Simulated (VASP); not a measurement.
# Ir, self-consistent run: which settings are enough?

Ir, P-3m1 (no. 164), 2 atoms in the cell. PBEsol; PAW potentials Ir (PBE set). VASP 6.6.1. The cell is changed on purpose: last atom moved by 0.04 Å along z, cell strained by +1.0% along z.

Wanted: energy within 2 meV/atom; forces within 0.01 eV/Å.

What the run is for: forces; Accuracy asked: standard.

POSCAR:
```
Ir
1.0
    2.7513778946      0.0000000000      0.0000000000
   -1.3756889473      2.3827631521      0.0000000000
    0.0000000000      0.0000000000      4.5069129000
Ir
2
Direct
    0.3333333300      0.6666666700      0.2500000000
    0.6666666700      0.3333333300      0.7589640100
```

The series start from Plane-wave cutoff (eV): 270; Smearing width (eV): 0.1; k-point mesh: 15 × 15 × 8; Precision mode (PREC): Accurate; Electronic threshold (eV): 1e-6; Bands in all (NBANDS): 19; Aspherical gradient terms in the spheres (LASPH): yes; Electronic algorithm: ALGO=Normal; Use of symmetry (ISYM): defaults; Delay and inner steps: defaults. Each series keeps the choices made before it, and each single choice may use up half of a tolerance.

## Plane-wave cutoff (eV)

| Plane-wave cutoff (eV) | Energy less reference (meV/atom) | Forces, largest deviation (eV/Å) | SCF iterations | Time (s) |
|---|---|---|---|---|
| 170 | 174.2 | 0.083 | 12 | 10 |
| 210 | -2.0 | 0.004 | 12 | 14 |
| 240 | -10.5 | 0.001 | 11 | 14 |
| 270 | -7.3 | 0.003 | 12 | 17 |
| 320 | -0.6 | 0.002 | 12 | 20 |
| 370 | 0.0 | 0.000 | 12 | 25 |
| 440 | 0.0 | 0.000 | 12 | 30 |
| 550 | 0.0 | 0.000 | 12 | 48 |
| 600 (reference) | 0.0 | 0.000 | 12 | 51 |

Chosen: 320, the loosest value from which every tighter one stays within half of the tolerance.

## Smearing width (eV)

| Smearing width (eV) | Energy less reference (meV/atom) | Forces, largest deviation (eV/Å) | SCF iterations | Time (s) |
|---|---|---|---|---|
| 0.4 | -1.6 | 0.008 | 12 | 19 |
| 0.3 | -1.7 | 0.010 | 12 | 19 |
| 0.2 | -1.1 | 0.007 | 12 | 19 |
| 0.15 | -0.7 | 0.003 | 12 | 19 |
| 0.1 | -0.2 | 0.003 | 12 | 20 |
| 0.05 (reference) | 0.0 | 0.000 | 12 | 19 |

Chosen: 0.15.

## k-point mesh

| k-point mesh | Energy less reference (meV/atom) | Forces, largest deviation (eV/Å) | SCF iterations | Time (s) |
|---|---|---|---|---|
| 5 × 5 × 3 | 82.0 | 0.048 | 11 | 2.4 |
| 6 × 6 × 4 | 14.1 | 0.034 | 11 | 3.4 |
| 8 × 8 × 4 | 24.1 | 0.005 | 11 | 4.4 |
| 10 × 10 × 5 | 6.0 | 0.025 | 12 | 6.8 |
| 12 × 12 × 7 | -7.5 | 0.017 | 12 | 12 |
| 15 × 15 × 8 | -2.0 | 0.008 | 12 | 19 |
| 18 × 18 × 10 | -1.7 | 0.015 | 12 | 30 |
| 22 × 22 × 12 (reference) | 0.0 | 0.000 | 12 | 52 |

Chosen: 22 × 22 × 12; the next looser run is off by more than half of the tolerance, so convergence isn't shown beyond this value.

## Precision mode (PREC)

| Precision mode (PREC) | Energy less reference (meV/atom) | Forces, largest deviation (eV/Å) | SCF iterations | Time (s) |
|---|---|---|---|---|
| SingleN | 0.0 | 0.001 | 12 | 31 |
| Normal | 0.0 | 0.000 | 12 | 31 |
| Single | 0.0 | 0.000 | 12 | 53 |
| Accurate (reference) | 0.0 | 0.000 | 12 | 52 |

Chosen: SingleN.

## Electronic threshold (eV)

| Electronic threshold (eV) | Energy less reference (meV/atom) | Forces, largest deviation (eV/Å) | SCF iterations | Time (s) |
|---|---|---|---|---|
| 0.001 | 0.0 | 0.000 | 10 | 26 |
| 0.0001 | 0.0 | 0.000 | 10 | 26 |
| 1e-5 | 0.0 | 0.000 | 11 | 31 |
| 1e-6 | 0.0 | 0.000 | 12 | 31 |
| 1e-7 | 0.0 | 0.000 | 13 | 39 |
| 1e-8 (reference) | 0.0 | 0.000 | 15 | 44 |

Chosen: 0.001.

## Bands in all (NBANDS)

| Bands in all (NBANDS) | Energy less reference (meV/atom) | Forces, largest deviation (eV/Å) | SCF iterations | Time (s) |
|---|---|---|---|---|
| 10 | 14.7 | 0.068 | 10 | 17 |
| 11 | 1.6 | 0.040 | 10 | 18 |
| 13 | 0.0 | 0.000 | 10 | 20 |
| 15 | 0.0 | 0.000 | 10 | 23 |
| 19 | 0.0 | 0.000 | 10 | 26 |
| 29 (reference) | 0.0 | 0.000 | 10 | 46 |

Chosen: 13.

## Aspherical gradient terms in the spheres (LASPH)

| Aspherical gradient terms in the spheres (LASPH) | Energy less reference (meV/atom) | Forces, largest deviation (eV/Å) | SCF iterations | Time (s) |
|---|---|---|---|---|
| yes | 0.0 | 0.000 | 10 | 20 |
| no | 0.1 | 0.002 | 10 | 18 |

Chosen: yes; no other choice that stays within half of the tolerance saves 30 % of the time.

## Electronic algorithm

| Electronic algorithm | Energy less reference (meV/atom) | Forces, largest deviation (eV/Å) | SCF iterations | Time (s) |
|---|---|---|---|---|
| ALGO=Normal | 0.0 | 0.000 | 10 | 20 |
| ALGO=Fast | 0.0 | 0.004 | 11 | 20 |
| ALGO=VeryFast | 0.0 | 0.002 | 17 | 26 |
| ALGO=All ISEARCH=1 | 0.0 | 0.009 | 11 | 20 |
| ALGO=All ISEARCH=0 | 0.0 | 0.009 | 11 | 20 |
| ALGO=Damped TIME=0.4 | 0.1 | 0.006 | 15 | 23 |
| ALGO=Damped TIME=0.1 | 0.2 | 0.011 | 22 | 31 |
| ALGO=Old Fast | -0.1 | 0.005 | 11 | 20 |

Chosen: ALGO=Normal.

## Use of symmetry (ISYM)

| Use of symmetry (ISYM) | Energy less reference (meV/atom) | Forces, largest deviation (eV/Å) | SCF iterations | Time (s) |
|---|---|---|---|---|
| defaults | 0.0 | 0.000 | 10 | 20 |
| ISYM=1 | 0.0 | 0.000 | 10 | 19 |
| ISYM=0 | 0.0 | 0.000 | 10 | 90 |
| ISYM=-1 | 0.0 | 0.000 | 10 | 179 |

Chosen: defaults.

## Delay and inner steps

| Delay and inner steps | Energy less reference (meV/atom) | Forces, largest deviation (eV/Å) | SCF iterations | Time (s) |
|---|---|---|---|---|
| defaults | 0.0 | 0.000 | 10 | 20 |
| NELMDL=-2 | 0.0 | 0.000 | 7 | 14 |
| NELMDL=-8 | 0.0 | 0.000 | 13 | 22 |
| NELMDL=-12 | 0.0 | 0.000 | 17 | 25 |
| NRMM=2 | 0.0 | 0.000 | 10 | 17 |
| NRMM=6 | 0.0 | 0.000 | 10 | 19 |
| WEIMIN=0.001 | 0.0 | 0.000 | 10 | 18 |

Chosen: NELMDL=-2, the fastest of those that stay within half of the tolerance.

## All choices together

| Input | Energy less reference (meV/atom) | Forces, largest deviation (eV/Å) | Time (s) |
|---|---|---|---|
| the program's defaults (naive) | 11.9 | 0.098 | 0.9 |
| chosen settings | -0.6 | 0.008 | 14 |
| reference settings throughout | 0.0 | 0.000 | 312 |

The chosen settings stay within the tolerance of the reference run, but the reference itself isn't shown to be converged in: k-point mesh.

Values of the reference run: Forces: 0, 0, 0.4203, 0, 0, -0.4203 eV/Å.

1 cheaper combination failed this check first and made the worst setting one step tighter.

## The input

INCAR:
```
SYSTEM = Ir
ALGO     = Normal         ! electronic algorithm
EDIFF    = 0.001          ! SCF threshold, eV
ENCUT    = 320            ! plane-wave cutoff, eV
GGA      = PS             ! functional
GGA_COMPAT= .FALSE.      
ISIF     = 2              ! what is computed and relaxed
ISMEAR   = 1              ! smearing method
LASPH    = .TRUE.         ! aspherical terms in the spheres
LCHARG   = .FALSE.        ! write CHGCAR
LREAL    = .FALSE.        ! projectors in reciprocal space
LWAVE    = .FALSE.        ! write WAVECAR
NBANDS   = 13             ! bands
NELM     = 120            ! most SCF steps
NELMDL   = -2           
PREC     = SingleN        ! precision mode
SIGMA    = 0.1            ! smearing width, eV
```

KPOINTS:
```
Automatic mesh
0
Gamma
  22 22 12
  0 0 0
```

Commands:
```
cat potpaw_PBE.64/Ir/POTCAR > POTCAR
mpirun -np 1 vasp_std > vasp.out
```

The chosen input took VASP 6.6.1 14 s on 1 core (AMD EPYC 9R45 (Zen 5)), a shared host.

## An input that fails: mixing far too strong

VASP's message: ERROR FEXCP: supplied Exchange-correletion table is too small, maximal index : 4218.

Changes against the starting input:
```
- NELM = 120
+ NELM = 86
+ IMIX = 1
+ AMIX = 2.0
+ BMIX = 0.0001
```
